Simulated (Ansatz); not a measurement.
## BeSe (F-43m): elasticity against pressure

```
Be Se
1.0
     0.00000    2.56405    2.56405
     2.56405    0.00000    2.56405
     2.56405    2.56405    0.00000
Be Se
1 1
Cartesian
  0.0000 0.0000 0.0000
  3.8461 3.8461 3.8461
```

This is the zero-pressure cell. At each pressure cell and atoms are relaxed in this structure, and the constants are slopes of the stress at strains of ±0.005 with relaxed ions (the coefficients that govern stability under load). Level: PBEsol, PAW on Ansatz 0.2.0's default frozen-core files (fitted under PBE), scalar-relativistic; k mesh 8×8×8, strains of ±0.005, fixed occupations, cutoff 420 eV. P is the pressure of the relaxed cell, less that of this one.

```csv
P (GPa),V/V₀,C11 (GPa),C12 (GPa),C44 (GPa)
0.00,1.0000,131.5,53.8,67.3
0.96,0.9882,135.6,57.3,68.7
1.97,0.9766,139.8,60.9,70.0
3.99,?,?,?,?
6.96,0.9273,159.8,78.6,75.6
9.98,0.9024,171.3,89.0,78.4
14.95,0.8672,189.6,105.8,82.2
```

Task: Does the bulk modulus from the constants agree with the pressure-volume curve?

Result: A third-order Birch-Murnaghan fit to the volumes shown (F against f, f = [(V₀/V)^(2/3) − 1]/2) gives B₀ = 79.7 GPa and B′ = 3.9. Its −V dP/dV stands beside (C11 + 2C12)/3:

```
P (GPa)  from P(V)  from the constants
   0.00       79.7                79.7
   0.96       83.4                83.4
   1.97       87.2                87.2
   6.96      105.6               105.6
   9.98      116.4               116.4
  14.95      133.8               133.7
```

Task: What are the pressure derivatives at zero pressure?

Result: Slopes at V₀ of quadratic fits in −ln(V/V₀) through the first four rows shown, divided by B₀: dC11/dP = 4.3, dC12/dP = 3.7, dC44/dP = 1.5. The mean slopes up to 2.0 GPa are 4.2, 3.6, 1.4; curvature and scatter of the constants part the two. The combination (dC11/dP + 2 dC12/dP)/3 = 3.9 stands against B′.

Task: Fill the row at 3.99 GPa.

Result: Cubic fits in −ln(V/V₀) through all rows shown give C11 = 148.0, C12 = 68.2, C44 = 72.5 GPa. Computed: V/V₀ = 0.9552, C11 (GPa) = 148.1, C12 (GPa) = 68.2, C44 (GPa) = 72.5.

Task: Does a shear stiffness soften?

Result: C44 goes from 67.3 to 82.2 GPa; (C11 − C12)/2 goes from 38.9 to 41.9 GPa. Neither ends more than 3 % under its start, and the lattice stays mechanically stable over this range.

Limits of these numbers: no other phase was computed; many crystals of this kind change structure within this range, and rows or crossings beyond such a change describe a metastable lattice; frozen-core PAW files fitted under PBE, their cores solved anew for the functional of the run; constants at zero field, no piezoelectric stiffening; phonons weren't checked at these pressures.
